LDA looks out of place in this table. Its indirect gap is the second smallest of the five, yet its direct gap is the largest. The other four functionals keep the same order in both columns, with PBEsol at the bottom and vdW-DF3-opt2 at the top.

Band gaps of zinc-blende AlN from Kohn–Sham DFT in Quantum ESPRESSO 7.5, all in one fixed cell (cubic edge 4.368 Å), with norm-conserving pseudopotentials and no spin–orbit coupling. Cutoffs are 1142.88 eV for the wavefunctions and 4571.51 eV for the density, with a 10 × 10 × 10 k mesh and Fermi–Dirac smearing of 0.05 eV. Gaps are read along a path of special k points.

```
  functional                           potentials  gap on path (eV)  direct gap on path (eV)
         LDA     PseudoDojo-0.4.1-SR-LDA-standard             3.259                    4.244
         PBE      PseudoDojo-0.4-SR-PBE-stringent             3.325                    4.192
      PBEsol  PseudoDojo-0.4.1-SR-PBEsol-standard             3.188                    4.118
  vdW-DF-C09     PseudoDojo-0.4.1-SR-PBE-standard             3.274                    4.173
vdW-DF3-opt2     PseudoDojo-0.4.1-SR-PBE-standard             3.347                    4.225
```

**LDA against PBE.** The gap on path is the energy from the highest filled level to the lowest empty one, wherever on the path they lie. The direct gap is the smallest difference between the two at one and the same point. In zinc-blende AlN the valence top lies at Γ, the centre of the Brillouin zone, and the conduction minimum at X, on its boundary. The smallest direct gap is also at Γ. Direct minus indirect gap is therefore the height of the conduction level at Γ above the one at X, and the valence top drops out.

This separation settles the odd ranking. Going from LDA to PBE raises the indirect gap by 0.066 eV but shrinks the separation by 0.118 eV. The direct gap is the sum of the two, so it ends 0.052 eV lower. LDA leads the second column because its Γ level stands unusually high above X, although its indirect gap is small.

The atoms sit in the same places in every row, so the levels can move only because the potential differs. For a small change that depends only on position, a level shifts, to first order, by the average of that change over the electron's own density. A particle in a box shows the consequence: a small bump in the middle lifts the lowest state, which is densest there, and hardly touches the second, which has a node there. The comparison ends at this point, because in a crystal the change is spread through the whole cell and the electron density responds to it.

The two conduction states do differ in shape. At Γ the state is built from s orbitals on both atoms; at X, s character on one atom mixes with p character on the other. Terms that depend on the density gradient, absent in LDA, can thus shift them unequally. From LDA to PBE the Γ level does come down relative to X, but the pseudopotentials change in the same step, so the runs do not prove that the gradient terms are the cause. The sign is not derived here, and the orbital densities that could explain it are not available.

**PBEsol, between the two.** PBEsol has weaker gradient terms than PBE, and its separation of 0.930 eV falls between those of LDA and PBE. Its gaps do not: both are the lowest in the table. A gap also contains the shift of the valence top, and the pseudopotentials change along with the functional in these three rows. How much of PBEsol's low position belongs to each cannot be told from these runs.

**The two van der Waals functionals.** These rows share one set of pseudopotentials, so the difference between them comes from the functional alone. From vdW-DF-C09 to vdW-DF3-opt2 the indirect gap rises by 0.073 eV and the separation falls by 0.021 eV. The potentials were made for PBE, which makes the absolute gaps less certain. The lead of vdW-DF3-opt2 over PBE, at most 0.033 eV, should not be read as a real ranking.

The pair also provides a simple model. Stronger gradient terms generally favour longer bonds, and in a fixed cell this appears as a higher calculated pressure. Pressure can then serve as a marker of how the functional behaves, though it does not cause the shift. A straight line through the two van der Waals rows gives a separation that falls by 0.0165 eV per GPa.

PBEsol, which had no part in drawing that line, can test it. Its pressure is 2.825 − 1.211 ≈ 1.61 GPa below that of vdW-DF-C09, so its separation should be larger by 0.0165 × 1.61 ≈ 0.027 eV. Added to 0.899 eV, this gives 0.926 eV, close to the calculated 0.930 eV. PBEsol also has other pseudopotentials than the pair, so part of this agreement may be chance.

PBE is missed by only 0.005 eV as well, but it lies so close to the pair that this tests little. For LDA, far outside the pair, the line is 0.04 eV too high, a third of the whole spread. Applied to the gaps themselves, the same recipe also comes within about 0.01 eV for PBEsol, so that row alone cannot single out the separation. LDA can: there the recipe misses both gaps by about 0.4 eV. The marker orders the separation between conduction levels, not the gaps, as the printed output after this text shows.

**Beside a relaxed series.** If each functional were allowed its own cell, LDA would contract and the other four would expand. Compression widens the direct gap of AlN, by very roughly 0.04 eV per GPa. LDA's direct gap would then rise by about 0.2 eV and that of PBE would fall by about as much, so LDA's lead over PBE would grow several-fold.

For an estimate of the gap in this fixed cell, the choice among these five functionals matters little: the indirect gap varies by 0.159 eV, while the measured one, roughly recalled as 5.3 eV, lies about 2 eV above their mean. Theory traces much of this shortfall to a jump in the exact potential when an electron is added, which functionals of this kind lack. Hybrid functionals, which mix in exact exchange, usually open the gap far more than a switch between any two rows here.

Numerical output:

```
Separation of the two conduction levels and pressure at the fixed cell:
           row  direct minus indirect gap (eV)  pressure (GPa)
           LDA                           0.985          -4.825
           PBE                           0.867            4.48
        PBEsol                            0.93           1.211
    vdW-DF-C09                           0.899           2.825
  vdW-DF3-opt2                           0.878           4.098
Change from LDA (eV):
           row  indirect gap  direct gap  separation
           LDA             0           0           0
           PBE         0.066      -0.052      -0.118
        PBEsol        -0.071      -0.126      -0.055
    vdW-DF-C09         0.015      -0.071      -0.086
  vdW-DF3-opt2         0.088      -0.019      -0.107
Spread of the indirect gap (eV): 0.159
Spread of the direct gap (eV): 0.126
Spread of the separation (eV): 0.118
Mean indirect gap (eV): 3.279
Rough shortfall of the mean indirect gap against the recalled measured gap (eV): 2.021
vdW-DF3-opt2 less PBE, indirect gap (eV): 0.022
vdW-DF3-opt2 less PBE, direct gap (eV): 0.033
Clean pair, vdW-DF3-opt2 less vdW-DF-C09, indirect gap (eV): 0.073
Clean pair, vdW-DF3-opt2 less vdW-DF-C09, direct gap (eV): 0.052
Clean pair, vdW-DF3-opt2 less vdW-DF-C09, separation (eV): -0.021
Slope of the separation from the clean pair (eV per GPa): -0.0165
Line through the clean pair, prediction less value (eV), the two vdW rows are exact by construction:
           row  predicted separation  miss of separation  miss of indirect gap  miss of direct gap
           LDA                 1.025              0.0402               -0.4237             -0.3835
           PBE                0.8717            0.004698               0.04391              0.0486
        PBEsol                0.9256           -0.004375             -0.006555            -0.01093
    vdW-DF-C09                 0.899                   0                     0                   0
  vdW-DF3-opt2                 0.878                   0                     0                   0
Rough shift of the direct gap if each cell relaxed to zero pressure:
           row  shift (eV)
           LDA       0.193
           PBE     -0.1792
        PBEsol    -0.04844
    vdW-DF-C09      -0.113
  vdW-DF3-opt2     -0.1639
```
